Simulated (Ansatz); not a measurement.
The cell comes from COD entry 9017842, which wasn't checked; take it as a given geometry. The listed cell was then made from it by scaling, straining or moving an atom.

An input for Ru: DFT, PBEsol, all-electron LAPW, scalar-relativistic (Ansatz 0.2.0).

Command: `ansatz run input.yaml --threads 1 --pin off --max-ram 3072MiB --backend cpu --events-out ev --progress --plain --runs-dir out` The run took 2.4 min on 1 thread of Intel(R) Xeon(R) 6975P-C (Granite Rapids), with other jobs on the host, peak memory 2.2 GiB.

```yaml
crystal:
  lattice:
    - [2.7057993342, -0.0270579933, -0.0270579933]
    - [-1.3763325767, 2.3568199577, -0.0099039129]
    - [-0.042819, -0.042819, 4.2819]
  atoms:
    - { symbol: Ru, position: [0.3333333333, 0.6666666667, 0.25] }
    - { symbol: Ru, position: [0.6666666667, 0.3333333333, 0.75] }
kpoints:
  mp_grid: { grid: [14, 14, 8] }
  band_path:
    path:
      - [0.0, 0.0, 0.0]
      - [0.0, 0.0, 0.5]
      - [-0.5, 0.5, 0.0]
      - [0.0, 0.0, 0.0]
      - [0.0, -0.5, 0.0]
      - [-0.5, 0.0, 0.5]
      - [0.0, 0.0, 0.0]
      - [-0.5, 0.0, 0.0]
      - [0.0, -0.5, 0.5]
    npoints: 5
scf:
  occupations: { method: fermi_dirac, width: 0.03 }
hamiltonian:
  xc: pbesol
  pseudopotentials: { kind: all_electron, lapw: { basis_error: 0.0005 } }
output:
  forces: true
  stress: true
  eigenvalues: true
```

Set-up and iterations as logged by Ansatz (the results part is left out, to be predicted):

```
LAPW: plane waves up to 9.045 Å⁻¹, error target 5.0e-4 eV per atom; small_component_spin mean_spin; Ru in spheres of 1.304 Å, 32 of its electrons in bands, Dirac shells []
Engine: ansatz 0.2.0
Pseudopotentials: kind: all_electron
Pseudopotential: Ru, LAPW, valence charge 32, Koelling and Harmon's equation, gaussian nucleus
Functional definition: PBEsol
  exchange = pbesol_x
  correlation = pbesol_c
Crystal: 2 atoms, lattice volume = 27.141 Å³
Basis set: ecut = 311.7012185066671 eV, 319 PW (Γ), exchange–correlation at level 2
Bands: 39, of which v1, the nominal top of the filled ones, is band 32 counted from 1 (31 counted from 0)
Symmetry: 2 space group operations
Space group: P-1 (ITA 2), of the structure as read, at distance tolerance 3.0e-5 Å
k-points: 788 of 1568
Non-local potential: Ru, projectors of the file, none
Initial density: superposition of atomic densities (chi_scale 0.1, normalization cell)
Initial wavefunctions: plane waves of lowest kinetic energy (no species holds an atomic orbital)
Functional: x = pbesol(κ = 0.804, μ = 0.12345679012345678), c = pbesol(β = 0.046)
iter 1 solved again at ethr=6.77e-4 eV; its pass at ethr=1.00e-1 eV (dr2=4.33e-1 eV) is discarded
SCF iter   1: F=—  HF=-246467.367879 eV  |F-HF|=—  |Δ(HF+E_count)|=         —  Δρ=5.57e-2  dr2=4.34e-1  ethr=6.77e-4  ⟨swp⟩=2.5  Hψ=187850  notcnv=0
iter 2 solved again at ethr=5.47e-5 eV; its pass at ethr=6.77e-4 eV (dr2=3.50e-2 eV) is discarded
SCF iter   2: F=—  HF=-246466.054818 eV  |F-HF|=—  |Δ(HF+E_count)|=    1.31e0  Δρ=1.34e-2  dr2=3.50e-2  ethr=5.47e-5  ⟨swp⟩=2.0  Hψ=159598  notcnv=0
SCF iter   3: F=—  HF=-246466.011315 eV  |F-HF|=—  |Δ(HF+E_count)|=   4.35e-2  Δρ=1.24e-2  dr2=3.08e-2  ethr=5.47e-5  ⟨swp⟩=2.0  Hψ=91432  notcnv=0
SCF iter   4: F=—  HF=-246466.005241 eV  |F-HF|=—  |Δ(HF+E_count)|=   6.07e-3  Δρ=5.64e-3  dr2=7.67e-3  ethr=4.82e-5  ⟨swp⟩=2.0  Hψ=79302  notcnv=0
SCF iter   5: F=—  HF=-246466.004993 eV  |F-HF|=—  |Δ(HF+E_count)|=   2.47e-4  Δρ=1.44e-3  dr2=5.76e-4  ethr=1.20e-5  ⟨swp⟩=2.0  Hψ=89114  notcnv=0
SCF iter   6: F=—  HF=-246466.005006 eV  |F-HF|=—  |Δ(HF+E_count)|=   1.26e-5  Δρ=2.70e-4  dr2=1.72e-5  ethr=9.00e-7  ⟨swp⟩=2.0  Hψ=89215  notcnv=0
SCF iter   7: F=—  HF=-246466.005001 eV  |F-HF|=—  |Δ(HF+E_count)|=   4.69e-6  Δρ=4.48e-5  dr2=5.30e-7  ethr=2.68e-8  ⟨swp⟩=2.0  Hψ=89215  notcnv=0
SCF iter   8: F=—  HF=-246466.005001 eV  |F-HF|=—  |Δ(HF+E_count)|=   3.28e-7  Δρ=1.60e-5  dr2=7.30e-8  ethr=8.29e-10  ⟨swp⟩=2.0  Hψ=89215  notcnv=0
SCF iter   9: F=-246466.005001 eV  HF=-246466.005001 eV  |F-HF|=4.92e-9  |Δ(HF+E_count)|=   5.19e-8  Δρ=5.90e-6  dr2=7.41e-9  ethr=1.14e-10  ⟨swp⟩=2.0  Hψ=89246  notcnv=0
```

Task: What pressure will this run report?

Result: -5.90 GPa (positive in compression).

Task: How large will the largest force be?

Result: 0.095 eV/Å.

Task: Is there a band gap?

Result: none: bands cross the Fermi level, a metal.
